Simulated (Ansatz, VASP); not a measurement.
## CuAu: VASP beside Ansatz

The input INCAR:

```
PREC = Accurate
ENCUT = 520
EDIFF = 1E-6
ISMEAR = 0
SIGMA = 0.15
LREAL = F
LASPH = T
NELM = 100
ALGO = Fast
ISIF = 2
LWAVE = F
LCHARG = F
GGA = PE
NBANDS = 18
```

The input KPOINTS:

```
regular mesh
0
Gamma
  21 21 21
```

Contents of POSCAR:

```
CuAu
1.0
    1.4430568479      0.8331492596      4.2561707609
   -1.4430568479      0.8331492596      4.2561707609
    0.0000000000     -1.6662985192      4.2561707609
Cu Au
1 1
Direct
    0.5000000000      0.5000000000      0.5000000000
    0.0000000000      0.0000000000      0.0000000000
```

Input for Ansatz:

```yaml
crystal:
  lattice:
    - [1.4430568479, 0.8331492596, 4.2561707609]
    - [-1.4430568479, 0.8331492596, 4.2561707609]
    - [0.0, -1.6662985192, 4.2561707609]
  atoms:
    - { symbol: Cu, position: [0.5, 0.5, 0.5] }
    - { symbol: Au, position: [0.0, 0.0, 0.0] }
basis:
  ecutwfc: 420
kpoints:
  mp_grid: { grid: [21, 21, 21] }
hamiltonian:
  xc: pbe
scf:
  occupations: { method: gaussian, width: 0.15 }
output:
  forces: true
  stress: true
  eigenvalues: true
```

The cell comes from a database or a generator and needn't be the stable form of this composition.

Alike in both runs: task single point; functional PBE; k mesh 21 × 21 × 21; occupations gaussian, width 0.15 eV; no spin polarisation.

|  | VASP | Ansatz |
| --- | --- | --- |
| version | VASP 6.6.1 | Ansatz 0.2.0 |
| potentials or method | VASP PAW PBE potentials, release 64 (Cu, Au) | scalar-relativistic, plane waves, PAW |
| plane-wave cutoff (eV) | 520 | 420 |
| valence electrons in the cell | 22 | 38 |

VASP gave:

- gap on the k mesh at the Fermi level (eV): none
- pressure (GPa): -1.2
- largest component of the traceless stress (GPa): 0.60

**Question.** Estimate Ansatz's values.

**Answer.** gap on the k mesh at the Fermi level (eV): none; pressure (GPa): -0.2; largest component of the traceless stress (GPa): 0.52.

A gap of «none» marks a metal or a gap that the smearing closes. With one functional, cell and mesh, what is left measures potentials, basis and numerics. The two sets of potentials don't hold the same shells in valence.

The runs have no spin-orbit coupling, so splittings on Au are missing.
